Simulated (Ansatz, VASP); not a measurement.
# NaCl: VASP beside Ansatz

File INCAR:

```
ALGO     = Normal         # electronic algorithm
EDIFF    = 1E-7           # SCF threshold, eV
ENCUT    = 520            # plane-wave cutoff, eV
GGA      = PE             # functional
ISIF     = 2              # what is computed and relaxed
ISMEAR   = -1             # smearing method
LASPH    = T              # aspherical terms in the spheres
LCHARG   = F              # write CHGCAR
LREAL    = F              # projectors in reciprocal space
LWAVE    = F              # write WAVECAR
NBANDS   = 14             # bands
NELM     = 80             # most SCF steps
PREC     = Accurate       # precision mode
SIGMA    = 0.05           # smearing width, eV
```

File KPOINTS:

```
k-points
0
Gamma
  8 8 8
```

POSCAR

```
NaCl
1.0
    0.0000000000      2.7563009776      2.7563009776
    2.7563009776      0.0000000000      2.7563009776
    2.7563009776      2.7563009776      0.0000000000
Cl Na
1 1
Direct
    0.5000000000      0.5000000000      0.5000000000
    0.0000000000      0.0000000000      0.0000000000
```

The input input.yaml:

```yaml
crystal:
  lattice:
    - [0.0, 2.7563009776, 2.7563009776]
    - [2.7563009776, 0.0, 2.7563009776]
    - [2.7563009776, 2.7563009776, 0.0]
  atoms:
    - { symbol: Cl, position: [0.5, 0.5, 0.5] }
    - { symbol: Na, position: [0.0, 0.0, 0.0] }
hamiltonian:
  xc: pbe
  pseudopotentials: { kind: paw }
kpoints:
  mp_grid: { grid: [8, 8, 8] }
scf:
  occupations: { method: fermi_dirac, width: 0.05 }
output:
  forces: true
  stress: true
  eigenvalues: true
```

Change from the starting cell: volume scaled by 0.96.

Alike in both runs: task single point; functional PBE; k mesh 8 × 8 × 8; occupations fermi-dirac, width 0.05 eV; no spin polarisation.

```csv
,VASP,Ansatz
version,VASP 6.6.1,Ansatz 0.2.0
potentials or method,"VASP PAW PBE potentials, release 64 (Cl, Na_pv)",Ansatz PAW
plane-wave cutoff (eV),520,420
valence electrons in the cell,14,16
```

|  | VASP | Ansatz | Ansatz less VASP |
| --- | --- | --- | --- |
| gap on the k mesh at the Fermi level (eV) | 5.39 | 5.39 | 0.000 |
| least direct gap on the mesh (eV) | 5.39 | 5.39 | 0.000 |
| pressure (GPa) | 2.9 | 2.9 | +0.02 |

With one functional, cell and mesh, what is left measures potentials, basis and numerics. The two sets of potentials don't hold the same shells in valence.
